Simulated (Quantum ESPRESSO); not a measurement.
Crystal: CsSnBr3.

```xyz
5
Lattice="5.8390 0.0000 0.0000 0.0000 5.8390 0.0000 0.0000 0.0000 5.8390" Properties=species:S:1:pos:R:3 pbc="T T T"
Cs    0.0000    0.0000    0.0000
Sn    2.9195    2.9195    2.9195
Br    0.0000    2.9195    2.9195
Br    2.9195    2.9195    0.0000
Br    2.9195    0.0000    2.9195
```

The cell is a database's computed one.

Base run:

* Program: Quantum ESPRESSO 7.5
* Functional: PBEsol
* Potentials or basis: PseudoDojo 0.4.1 SR PBEsol standard
* Cutoff: 980 eV
* Density cutoff: 3918 eV
* k mesh: 6 × 6 × 6, shifted
* Occupations: fermi-dirac, width 0.05 eV
* Spin: no spin polarisation

Its results: pressure -0.9 GPa.

Question: The run is repeated on the same cell with these changes: k mesh from 6 × 6 × 6, shifted to 2 × 2 × 2, shifted. What comes out?

Answer: Pressure -1.8 GPa.
